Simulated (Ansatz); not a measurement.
## KI under changes of volume

One of the cells (44.091 Å³/atom); the others are scaled copies at fixed shape and fractional positions:

```
I K
1.0
     0.00000    3.53277    3.53277
     3.53277    0.00000    3.53277
     3.53277    3.53277    0.00000
I K
1 1
Direct
  0.50000 0.50000 0.50000
  0.00000 0.00000 0.00000
```

```yaml
Program: Ansatz 0.2.0
Functional: PBEsol
Potentials_or_basis: Ansatz PAW
Cutoff: "420 eV (not typed: the program's choice for these potentials)"
k_mesh: 7 × 7 × 7
Occupations: fermi-dirac, width 0.05 eV
Spin: no spin polarisation
```

```csv
volume (Å³/atom),energy over the lowest point (meV/atom),pressure (GPa),gap on the mesh (eV)
41.445,2.28,0.5,3.96
42.327,0.38,0.2,3.91
43.209,0.00,-0.1,3.86
44.091,0.95,-0.3,3.82
44.973,?,?,?
45.854,6.28,-0.7,3.74
46.736,10.39,-0.8,3.70
```

**Question.** What does the run at 44.973 Å³/atom give?

**Answer.** Energy over the lowest point 3.09 meV/atom; pressure -0.5 GPa; gap on the mesh 3.78 eV.

Worked out: A Birch-Murnaghan fit of order 3 (a polynomial in V^(-2/3)) to the other rows has its minimum at 43.01 Å³/atom with B0 = V·E''(V) = 12.2 GPa and B' = 5.0. It gives 3.09 meV/atom at 44.973 Å³/atom, against the run's 3.09, and -dE/dV = -0.5 GPa, against -0.5. A straight line through the other rows of the gap, of slope -2.14 eV per unit of ln V (its deformation potential), gives 3.78 eV, against the run's 3.78.

Energies are extrapolated to zero smearing.

Caveats: odd divisions of the mesh miss points on the zone boundary, where band edges often lie, so the gap on the mesh can be too wide; spin-orbit coupling is left out, which moves the levels of the heavy elements; the PAW data sets come from PBE, with cores solved anew for the run's functional, which leaves a small shift of forces and pressure.

A mesh can miss the band edges.
